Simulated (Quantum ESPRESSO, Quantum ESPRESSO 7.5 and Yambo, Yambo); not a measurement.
## A GW chain in Yambo: GaN (F-43m)

How does a plane-wave GW calculation on GaN (F-43m) run from the first input to the gap?

Calculated with Quantum ESPRESSO 7.5 and Yambo 5.3.0; PBE and many-body steps on it, plane waves.

**What was measured.**

- Gap 3.23 eV: absorption onset (direct gap at Gamma) of unexcited film, from imaginary part of dielectric function; spectroscopic ellipsometry (steady-state reference of time-resolved measurement); 300 K; film on 3C-SiC/Si(001) (“Femtosecond pump-probe absorption edge spectroscopy of cubic GaN”, 2022, arxiv:2206.02223).

## Step 1: Starting point

The structure is cubic, space group F-43m (No. 216). Conventional cell: a = 4.507 Å, b = 4.507 Å, c = 4.507 Å, α = 90.00°, β = 90.00°, γ = 90.00°. Nearest to Ga lie 4 N at 1.95 Å. Nearest to N lie 4 Ga at 1.95 Å. Farther neighbours and most contacts between anions are not listed.

The cell and positions are those that the Materials Project relaxed with its own functionals (PBE, PBE+U or r2SCAN), kept fixed. This is not the form that GaN usually takes at ambient conditions.

## Step 2: Ground state

This step: Quantum ESPRESSO 7.5; DFT, PBE, plane waves, norm-conserving pseudopotentials.

The ground-state density comes first.

The input, pw.in:

```
&control
  calculation = 'scf'
  prefix = 'x'
  outdir = 'o'
  pseudo_dir = 'pseudo'
/
&system
  ibrav = 0
  nat = 2
  ntyp = 2
  ecutwfc = 104.0
  nbnd = 18
  force_symmorphic = .true.
/
&electrons
  conv_thr = 1e-10
  electron_maxstep = 80
  mixing_beta = 0.5
/
ATOMIC_SPECIES
  Ga 69.723 Ga.upf
  N 14.007 N.upf
CELL_PARAMETERS angstrom
  0.0000000000 2.2535006075 2.2535006075
  2.2535006075 0.0000000000 2.2535006075
  2.2535006075 2.2535006075 0.0000000000
ATOMIC_POSITIONS crystal
  Ga 0.0000000000 0.0000000000 0.0000000000
  N 0.7500000000 0.7500000000 0.7500000000
K_POINTS automatic
  8 8 8 0 0 0
```

Started as:

```sh
> OMP_NUM_THREADS=1 mpirun -n 8 pw.x -nk 8 -in pw.in > pw.out
```

Log:

```text
Program PWSCF v.7.5 starts

     This program is part of the open-source Quantum ESPRESSO suite
     for quantum simulation of materials; please cite
         "P. Giannozzi et al., J. Phys.:Condens. Matter 21 395502 (2009);
         "P. Giannozzi et al., J. Phys.:Condens. Matter 29 465901 (2017);
         "P. Giannozzi et al., J. Chem. Phys. 152 154105 (2020);
     in publications or presentations arising from this work. More details at
     Message from routine setup:
     using ibrav=0 with symmetry is DISCOURAGED, use correct ibrav instead

     G-vector sticks info

     bravais-lattice index     =            0
     lattice parameter (alat)  =       6.0224  a.u.
     unit-cell volume          =     154.4542 (a.u.)^3
     number of atoms/cell      =            2
     number of atomic types    =            2
     number of electrons       =        26.00
     number of Kohn-Sham states=           18
     kinetic-energy cutoff     =     104.0000  Ry
     charge density cutoff     =     416.0000  Ry
     scf convergence threshold =      1.0E-10
     mixing beta               =       0.5000
     number of iterations used =            8  plain     mixing
     Exchange-correlation= PBE
                           (   1   4   3   4   0   0   0)

     celldm(1)=   6.022427  celldm(2)=   0.000000  celldm(3)=   0.000000
     celldm(4)=   0.000000  celldm(5)=   0.000000  celldm(6)=   0.000000

     crystal axes: (cart. coord. in units of alat)
               a(1) = (   0.000000   0.707107   0.707107 )
               a(2) = (   0.707107   0.000000   0.707107 )
               a(3) = (   0.707107   0.707107   0.000000 )

     reciprocal axes: (cart. coord. in units 2 pi/alat)
               b(1) = ( -0.707107  0.707107  0.707107 )
               b(2) = (  0.707107 -0.707107  0.707107 )
               b(3) = (  0.707107  0.707107 -0.707107 )
     Pseudo is Norm-conserving + core correction, Zval = 21.0
     Generated using ONCVPSP code by D. R. Hamann
     Using radial grid of 1902 points,  6 beta functions with:
     Pseudo is Norm-conserving + core correction, Zval =  5.0
     Generated using ONCVPSP code by D. R. Hamann
     Using radial grid of 1058 points,  4 beta functions with:
     Ga               21.00    69.72300     Ga( 1.00)
     N                 5.00    14.00700     N ( 1.00)

     24 Sym. Ops. (no inversion) found

   Cartesian axes

     site n.     atom                  positions (alat units)
         1        Ga     tau(   1) = (   0.0000000   0.0000000   0.0000000  )
         2        N      tau(   2) = (   1.0606602   1.0606602   1.0606602  )

     number of k points=    29
                       cart. coord. in units 2pi/alat
        k(    1) = (   0.0000000   0.0000000   0.0000000), wk =   0.0039062
        k(    2) = (   0.0883883   0.0883883  -0.0883883), wk =   0.0312500
        k(    3) = (   0.1767767   0.1767767  -0.1767767), wk =   0.0312500
        k(    4) = (   0.2651650   0.2651650  -0.2651650), wk =   0.0312500
        k(    5) = (  -0.3535534  -0.3535534   0.3535534), wk =   0.0156250
        k(    6) = (   0.1767767   0.0000000   0.0000000), wk =   0.0234375
        k(    7) = (   0.2651650   0.0883883  -0.0883883), wk =   0.0937500
        k(    8) = (   0.3535534   0.1767767  -0.1767767), wk =   0.0937500
        k(    9) = (  -0.2651650  -0.4419417   0.4419417), wk =   0.0937500
        k(   10) = (  -0.1767767  -0.3535534   0.3535534), wk =   0.0937500
     [... 17 further rows ...]
        k(   28) = (  -0.7071068   0.1767767  -0.0000000), wk =   0.0468750
        k(   29) = (  -0.7071068   0.3535534   0.0000000), wk =   0.0234375

     Dense  grid:    22219 G-vectors     FFT dimensions: (  40,  40,  40)

     Initial potential from superposition of free atoms

     starting charge      25.9973, renormalised to      26.0000
     Starting wfcs are   17 randomized atomic wfcs +    1 random wfcs

     per-process dynamical memory:    21.1 Mb

     Self-consistent Calculation

     iteration #  1     ecut=   104.00 Ry     beta= 0.50

     total energy              =    -517.30218389 Ry
     estimated scf accuracy    <       0.51779884 Ry

     iteration #  2     ecut=   104.00 Ry     beta= 0.50

     total energy              =    -517.45397167 Ry
     estimated scf accuracy    <       0.10392532 Ry

     iteration #  3     ecut=   104.00 Ry     beta= 0.50

     total energy              =    -517.47172342 Ry
     estimated scf accuracy    <       0.00316974 Ry

     iteration #  4     ecut=   104.00 Ry     beta= 0.50

     total energy              =    -517.47189096 Ry
     estimated scf accuracy    <       0.00022933 Ry

     iteration #  5     ecut=   104.00 Ry     beta= 0.50

     total energy              =    -517.47194268 Ry
     estimated scf accuracy    <       0.00001201 Ry

     iteration #  6     ecut=   104.00 Ry     beta= 0.50

     total energy              =    -517.47194386 Ry
     estimated scf accuracy    <       0.00000521 Ry

     iteration #  7     ecut=   104.00 Ry     beta= 0.50

     total energy              =    -517.47194448 Ry
     estimated scf accuracy    <       0.00000003 Ry

     iteration #  8     ecut=   104.00 Ry     beta= 0.50

     total energy              =    -517.47194449 Ry
     estimated scf accuracy    <       0.00000005 Ry

     iteration #  9     ecut=   104.00 Ry     beta= 0.50

     total energy              =    -517.47194449 Ry
     estimated scf accuracy    <          9.2E-10 Ry

     iteration # 10     ecut=   104.00 Ry     beta= 0.50

     total energy              =    -517.47194449 Ry
     estimated scf accuracy    <          2.3E-10 Ry

     iteration # 11     ecut=   104.00 Ry     beta= 0.50

     End of self-consistent calculation

          k = 0.0000 0.0000 0.0000 (  2733 PWs)   bands (ev):

  -130.4589 -81.1977 -81.1977 -81.1977  -4.2755  -1.8860  -1.8860  -1.8860
    -1.5761  -1.5761  11.6293  11.6293  11.6293  13.3821  21.9917  21.9917
    21.9917  29.2607

          k = 0.0884 0.0884-0.0884 (  2755 PWs)   bands (ev):

  -130.4589 -81.1980 -81.1978 -81.1978  -4.1100  -1.8657  -1.8657  -1.8192
    -1.5777  -1.5777  10.1105  11.4684  11.4684  14.5249  21.2757  22.2265
    22.2265  28.8497

          k = 0.1768 0.1768-0.1768 (  2764 PWs)   bands (ev):

  -130.4589 -81.1984 -81.1979 -81.1979  -3.7464  -1.8263  -1.8263  -1.5708
    -1.5708  -1.5072   7.7858  11.1118  11.1118  15.7170  20.4400  22.4403
    22.4403  27.6520

          k = 0.2652 0.2652-0.2652 (  2776 PWs)   bands (ev):

     [... further k-points ...]

     highest occupied, lowest unoccupied level (ev):    11.6293   13.3821

!    total energy              =    -517.47194449 Ry
     estimated scf accuracy    <          5.1E-12 Ry

     The total energy is the sum of the following terms:
     one-electron contribution =    -389.77875580 Ry
     hartree contribution      =     200.88747515 Ry
     xc contribution           =     -57.95100107 Ry
     ewald contribution        =    -270.62966277 Ry

     convergence has been achieved in  11 iterations

     XML data file, charge density, pseudopotentials, collected wavefunctions

=------------------------------------------------------------------------------=
   JOB DONE.
=------------------------------------------------------------------------------=
```

The job ended after 4.4 s (8 MPI ranks of Arm Neoverse V1, shared host; peak memory 0.47 GiB).

Numbers from this step:

```
total energy               : -7040.5645 eV
gap                        : 1.753 eV
k of the valence top       : 0, 0, 0
k of the conduction bottom : 0, 0, 0
least direct gap           : 1.753 eV
```

The gap is direct, at Γ.

## Step 3: Bands along the symmetry lines

The cheap functional maps the bands first; the places of the edges decide which points the dearer methods must see.

The input, pw.in:

```
&control
  calculation = 'bands'
  prefix = 'x'
  outdir = 'o'
  pseudo_dir = 'pseudo'
/
&system
  ibrav = 0
  nat = 2
  ntyp = 2
  ecutwfc = 104.0
  nbnd = 19
  force_symmorphic = .true.
/
&electrons
  conv_thr = 1e-9
  electron_maxstep = 80
  diago_full_acc = .true.
  diago_thr_init = 5e-6
/
ATOMIC_SPECIES
  Ga 69.723 Ga.upf
  N 14.007 N.upf
CELL_PARAMETERS angstrom
  0.0000000000 2.2535006075 2.2535006075
  2.2535006075 0.0000000000 2.2535006075
  2.2535006075 2.2535006075 0.0000000000
ATOMIC_POSITIONS crystal
  Ga 0.0000000000 0.0000000000 0.0000000000
  N 0.7500000000 0.7500000000 0.7500000000
K_POINTS crystal
  50
  0.00000000 0.00000000 0.00000000 1
  -0.06250000 -0.06250000 0.00000000 1
  -0.12500000 -0.12500000 0.00000000 1
  -0.18750000 -0.18750000 0.00000000 1
  -0.25000000 -0.25000000 0.00000000 1
  -0.31250000 -0.31250000 0.00000000 1
  -0.37500000 -0.37500000 0.00000000 1
  -0.43750000 -0.43750000 0.00000000 1
  -0.50000000 -0.50000000 0.00000000 1
  -0.48437500 -0.48437500 0.03125000 1
  -0.46875000 -0.46875000 0.06250000 1
  -0.45312500 -0.45312500 0.09375000 1
  -0.43750000 -0.43750000 0.12500000 1
  -0.42187500 -0.42187500 0.15625000 1
  -0.40625000 -0.40625000 0.18750000 1
  -0.39062500 -0.39062500 0.21875000 1
  -0.37500000 -0.37500000 0.25000000 1
  -0.37500000 0.00000000 0.37500000 1
  -0.32812500 0.00000000 0.32812500 1
  -0.28125000 0.00000000 0.28125000 1
  -0.23437500 0.00000000 0.23437500 1
  -0.18750000 0.00000000 0.18750000 1
  -0.14062500 0.00000000 0.14062500 1
  -0.09375000 0.00000000 0.09375000 1
  -0.04687500 0.00000000 0.04687500 1
  0.00000000 0.00000000 0.00000000 1
  0.00000000 0.00000000 0.06250000 1
  0.00000000 0.00000000 0.12500000 1
  0.00000000 0.00000000 0.18750000 1
  0.00000000 0.00000000 0.25000000 1
  0.00000000 0.00000000 0.31250000 1
  0.00000000 0.00000000 0.37500000 1
  0.00000000 0.00000000 0.43750000 1
  0.00000000 0.00000000 0.50000000 1
  -0.06250000 -0.03125000 0.46875000 1
  -0.12500000 -0.06250000 0.43750000 1
  -0.18750000 -0.09375000 0.40625000 1
  -0.25000000 -0.12500000 0.37500000 1
  -0.31250000 -0.15625000 0.34375000 1
  -0.37500000 -0.18750000 0.31250000 1
  -0.43750000 -0.21875000 0.28125000 1
  -0.50000000 -0.25000000 0.25000000 1
  -0.50000000 -0.28125000 0.21875000 1
  -0.50000000 -0.31250000 0.18750000 1
  -0.50000000 -0.34375000 0.15625000 1
  -0.50000000 -0.37500000 0.12500000 1
  -0.50000000 -0.40625000 0.09375000 1
  -0.50000000 -0.43750000 0.06250000 1
  -0.50000000 -0.46875000 0.03125000 1
  -0.50000000 -0.50000000 0.00000000 1
```

Log:

```text
[banner, memory and clock lines left out]
Program PWSCF v.7.5 starts

     Atomic positions and unit cell read from directory:
     o/x.save/

     Message from routine setup:
     using ibrav=0 with symmetry is DISCOURAGED, use correct ibrav instead

     G-vector sticks info

     bravais-lattice index     =            0
     lattice parameter (alat)  =       6.0224  a.u.
     unit-cell volume          =     154.4542 (a.u.)^3
     number of atoms/cell      =            2
     number of atomic types    =            2
     number of electrons       =        26.00
     number of Kohn-Sham states=           19
     kinetic-energy cutoff     =     104.0000  Ry
     charge density cutoff     =     416.0000  Ry
     Exchange-correlation= PBE
                           (   1   4   3   4   0   0   0)

     celldm(1)=   6.022427  celldm(2)=   0.000000  celldm(3)=   0.000000
     celldm(4)=   0.000000  celldm(5)=   0.000000  celldm(6)=   0.000000

     crystal axes: (cart. coord. in units of alat)
               a(1) = (   0.000000   0.707107   0.707107 )
               a(2) = (   0.707107   0.000000   0.707107 )
               a(3) = (   0.707107   0.707107   0.000000 )

     reciprocal axes: (cart. coord. in units 2 pi/alat)
               b(1) = ( -0.707107  0.707107  0.707107 )
               b(2) = (  0.707107 -0.707107  0.707107 )
               b(3) = (  0.707107  0.707107 -0.707107 )
     Pseudo is Norm-conserving + core correction, Zval = 21.0
     Generated using ONCVPSP code by D. R. Hamann
     Using radial grid of 1902 points,  6 beta functions with:
     Pseudo is Norm-conserving + core correction, Zval =  5.0
     Generated using ONCVPSP code by D. R. Hamann
     Using radial grid of 1058 points,  4 beta functions with:
     Ga               21.00    69.72300     Ga( 1.00)
     N                 5.00    14.00700     N ( 1.00)

     24 Sym. Ops. (no inversion) found

   Cartesian axes

     site n.     atom                  positions (alat units)
         1        Ga     tau(   1) = (   0.0000000   0.0000000   0.0000000  )
         2        N      tau(   2) = (   1.0606602   1.0606602   1.0606602  )

     number of k points=    50
                       cart. coord. in units 2pi/alat
        k(    1) = (   0.0000000   0.0000000   0.0000000), wk =   0.0400000
        k(    2) = (   0.0000000   0.0000000  -0.0883883), wk =   0.0400000
        k(    3) = (   0.0000000   0.0000000  -0.1767767), wk =   0.0400000
[...]
[... 38 further rows ...]
        k(   49) = (   0.0441942  -0.0000000  -0.7071068), wk =   0.0400000
        k(   50) = (   0.0000000   0.0000000  -0.7071068), wk =   0.0400000

     Dense  grid:    22219 G-vectors     FFT dimensions: (  40,  40,  40)

     The potential is recalculated from file :
     o/x.save/charge-density

     Starting wfcs are   17 randomized atomic wfcs +    2 random wfcs

     Band Structure Calculation

     End of band structure calculation

          k = 0.0000 0.0000 0.0000 (  2733 PWs)   bands (ev):

  -130.4589 -81.1977 -81.1977 -81.1977  -4.2755  -1.8859  -1.8859  -1.8859
    -1.5760  -1.5760  11.6293  11.6293  11.6293  13.3821  21.9917  21.9917
    21.9917  29.2607  30.4490

          k = 0.0000 0.0000-0.0884 (  2737 PWs)   bands (ev):

  -130.4589 -81.1977 -81.1977 -81.1977  -4.2176  -1.8758  -1.8758  -1.8719
[...]
22.1206  28.4048  29.9115

          k = 0.0000 0.0000-0.1768 (  2750 PWs)   bands (ev):

[...]
22.4817  26.2126  31.3175

          k =-0.0000 0.0000-0.2652 (  2754 PWs)   bands (ev):

[...]
k = 0.0000 0.0000-0.3536 (  2786 PWs)   bands (ev):

[...]
k = 0.0000-0.0000-0.4419 (  2766 PWs)   bands (ev):

[...]
k =-0.0000 0.0000-0.5303 (  2782 PWs)   bands (ev):

[...]
k = 0.0000-0.0000-0.6187 (  2770 PWs)   bands (ev):

[...]
k = 0.5303-0.0000-0.5303 (  2768 PWs)   bands (ev):

[...]
k = 0.0000 0.0000 0.0000 (  2733 PWs)   bands (ev):

[...]
k = 0.1326 0.0000-0.7071 (  2770 PWs)   bands (ev):

[...]
k = 0.0884-0.0000-0.7071 (  2774 PWs)   bands (ev):

[...]
k = 0.0442-0.0000-0.7071 (  2774 PWs)   bands (ev):

[...]
25.4643  25.6236  33.4304

          k = 0.0000 0.0000-0.7071 (  2778 PWs)   bands (ev):

  -130.4588 -81.1991 -81.1984 -81.1984  -3.2483  -1.8059  -1.5864  -1.5864
    -1.5005   0.1493   5.5189   8.9386   8.9386  15.0084  18.3286  23.3382
    25.5941  25.5941  33.3604

     XML data file, pseudopotentials, collected wavefunctions
```

Elapsed: 2.2 s, on 8 MPI ranks; peak memory 0.38 GiB.

Numbers from this step:

```
gap                        : 1.753 eV
k of the valence top       : 0, 0, 0
k of the conduction bottom : 0, 0, 0
least direct gap           : 1.753 eV
```

The gap is 1.753 eV, as in the run before at this level.

The electronic bands at the labelled points (eV, zero at the top of the highest filled band):

| point | band 10 | band 11 | band 12 | band 13 | band 14 | band 15 | band 16 | band 17 |
| --- | --- | --- | --- | --- | --- | --- | --- | --- |
| Γ | -13.21 | 0.00 | 0.00 | 0.00 | 1.75 | 10.36 | 10.36 | 10.36 |
| halfway | -13.00 | -3.42 | -1.48 | -1.48 | 4.60 | 7.44 | 11.64 | 12.03 |
| X | -11.48 | -6.11 | -2.69 | -2.69 | 3.38 | 6.70 | 11.71 | 13.96 |
| halfway | -11.40 | -6.02 | -3.33 | -2.55 | 3.97 | 7.14 | 11.58 | 13.60 |
| U | -11.32 | -5.85 | -4.24 | -2.16 | 5.02 | 7.88 | 11.08 | 12.86 |
| jump to K | -11.32 | -5.85 | -4.24 | -2.16 | 5.02 | 7.88 | 11.08 | 12.86 |
| halfway | -12.84 | -4.18 | -2.11 | -0.53 | 5.23 | 8.53 | 9.65 | 11.19 |
| Γ | -13.21 | 0.00 | 0.00 | 0.00 | 1.75 | 10.36 | 10.36 | 10.36 |
| halfway | -13.14 | -3.84 | -0.52 | -0.52 | 4.09 | 8.81 | 10.81 | 10.81 |
| L | -11.92 | -7.02 | -0.96 | -0.96 | 4.67 | 8.73 | 10.40 | 10.40 |
| halfway | -11.60 | -6.39 | -2.99 | -1.76 | 6.65 | 7.03 | 10.11 | 11.73 |
| W | -11.20 | -5.68 | -3.68 | -3.62 | 6.23 | 8.40 | 10.30 | 11.13 |
| halfway | -11.34 | -5.93 | -3.20 | -3.17 | 4.60 | 7.50 | 11.47 | 12.28 |
| X | -11.48 | -6.11 | -2.69 | -2.69 | 3.38 | 6.70 | 11.71 | 13.96 |

The electronic bands as a text plot (rows in eV, shown from -8.0 to 7.8 only):

```
    7.4 |     ++       +++  ++                       + +     ++
    6.8 |       +++++++     ++                        ++       ++
    6.1 |                  +  ++                     +  ++++
    5.5 |                       +                   +       +
    4.8 |     ++         ++                    +++++         +
    4.1 |    +  +++    ++        ++         +++               +
    3.5 |  ++      ++++            ++      +                   ++
    2.8 |                                ++
    2.2 | +                          +  +
    1.5 |+                            ++
    0.9 |
    0.2 |*                         ******
   -0.5 | ***                   ******  *******
   -1.1 |    *              **** **            *******
   -1.8 |  ** ****         *       **    **         * *
   -2.4 |    *    *********     *          *         * **       *
   -3.1 |             **      ** **                   *  *   ***
   -3.7 |     **        *   **              *          ******
   -4.4 |       **       ***    *
   -5.0 |         *           **             **
   -5.7 |          **  *******                 *        *******
   -6.4 |            **                              ***       **
   -7.0 |                                       *****
   -7.7 |
         Γ           X  U|K            Γ         L        W     X
```

[end of part 1 of 3]

[Paths, hosts, dates, memory and timing lines, banners, echoed tables and standing remarks are left out of the program output.]

[Logs are printed without paths, hosts, clocks, repeated set-up lines and the standing remarks that a program may print on its own settings, such as how far it seeks lower states.]

[Runs of the session that timed out or met a known fault of the program may be left out.]

[Hosts, paths, dates, database ids (printed as entryN), source tags and the programs' standing remarks are cut or masked in the printed files.]
